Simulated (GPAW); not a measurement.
# PbSe: energy against volume and a worked fit

It takes space group Fm-3m (No. 225, cubic). Conventional cell: a = 6.121 Å, b = 6.121 Å, c = 6.121 Å, α = 90.00°, β = 90.00°, γ = 90.00°. Around Pb (site symmetry m-3m) lie 6 Se at 3.06 Å. Se (site symmetry m-3m) is surrounded by 6 Pb at 3.06 Å.

The cell was scaled at fixed shape and fractions and run with GPAW, PAW data sets generated for this functional, cutoff 600 eV; BP86, k mesh 6 × 6 × 6 on the cell of 2 atoms, fermi-dirac occupations of 0.05 eV, no spin polarisation, no spin-orbit coupling. Energies are those that the program minimises, any entropy of the smearing included.

```csv
V (Å³/atom),energy over the lowest row (meV/atom)
26.9506,56.62
27.5240,36.32
28.0975,20.94
28.6709,10.02
29.2443,?
29.8177,0.00
30.3911,0.17
```

Problem. Fit the third-order Birch-Murnaghan form, give V0, B0 and B′, and predict the energy left open.

Solution. With y = (V0/V)^(2/3), E = E0 + (9 V0 B0/16) [(y - 1)³ B′ + (y - 1)² (6 - 4y)]. Least squares through the rows shown give V0 = 30.0706 Å³/atom, E0 = -0.32 meV, B0 = 47.02 GPa (1 eV/Å³ = 160.218 GPa) and B′ = 3.98, with a largest miss of 0.01 meV. At V = 29.2443 the form with these constants gives 3.17 meV; the run gave 3.16 meV an atom. Measured volume: 28.67 Å³/atom at 298 K (COD entry, doi:10.1107/S0108270187091509), so the fit lies +4.9 % from it. The runs are for a static lattice.

The energy minimum lies on the expanded side of the measured volume, so BP86 underbinds PbSe. This is the usual tendency of such gradient-corrected functionals in solids of heavy, polarisable atoms, where they probably give too little attraction between the extended shells. Thermal expansion cannot explain the gap: removing it from the measured volume would generally widen the disagreement.

The modest bulk modulus of 47.02 GPa fits long, polar bonds formed mainly by Pb 6p and Se 4p states, which resist compression far less than the short bonds of light covalent solids. Part of the softness comes from the overlarge equilibrium volume, since the positive B′ means that the lattice stiffens when compressed.

The close prediction for the open row shows that the curve is smooth and the equation of state interpolates it well; it says nothing about the functional's accuracy. With only one row beyond the fitted minimum, the behaviour under expansion is much less tightly tested than that under compression.
